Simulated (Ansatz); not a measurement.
**Zr-91 NMR of the central transition in Zr3N4**

Cell: a structure deposited in the COD, its atoms then relaxed with PBE in this cell.

Space group I-43d (No. 220); a = 6.7400 Å.

```csv
site,Wyckoff,site symmetry,x,y,z
Zr,12a,-4..,0.3750,0.0000,0.2500
N,16c,.3.,0.0687,0.0687,0.0687
```

One atom of each set is listed; the run and its k-mesh use a cell of 14 atoms with edges of 5.84, 5.84, 5.84 Å.

Computed with Ansatz: DFT, r2SCAN, plane waves and PAW (field gradients read without the response of the frozen cores, which leaves them typically 4 to 6 % off), scalar-relativistic, 500 eV cutoff, Γ-centred 6×6×6 k-points, Fermi–Dirac smearing 0.02 eV.

Zr-91 has I = 5/2 and Q = -176.0 mb (Pyykkö 2018); at 11.7 T its Larmor frequency is ν₀ = 46.5 MHz. Only the quadrupole interaction is simulated: positions count from each site's isotropic chemical shift, and shift anisotropy, dipolar and J coupling are left out.

Task: Simulate the second-order pattern (static powder, Gaussian broadening 70 kHz) of site Zr (8 N at 2.23–2.44 Å).

Result: The calculation gives C_Q = -42.8 MHz and η = 0.00, so ν_Q = 6.42 MHz and the centre of gravity lies at -5076 ppm (-236 kHz).

| offset (kHz) | height |
| --- | --- |
| -855.5 | 7 |
| -796.1 | 79 |
| -736.6 | 100 |
| -677.2 | 65 |
| -617.8 | 52 |
| -558.4 | 45 |
| -498.9 | 41 |
| -439.5 | 38 |
| -380.1 | 36 |
| -320.7 | 35 |
| -261.3 | 34 |
| -201.8 | 33 |
| -142.4 | 33 |
| -83.0 | 33 |
| -23.6 | 31 |
| 35.9 | 27 |
| 95.3 | 27 |
| 154.7 | 29 |
| 214.1 | 32 |
| 273.5 | 37 |
| 333.0 | 46 |
| 392.4 | 71 |
| 451.8 | 56 |
| 511.2 | 5 |

An axis of threefold or higher order runs through Zr, so V_zz lies along it and η is zero.

Without spin–orbit coupling (the program notes it for Zr) the gradients can shift somewhat, as the gap is small.
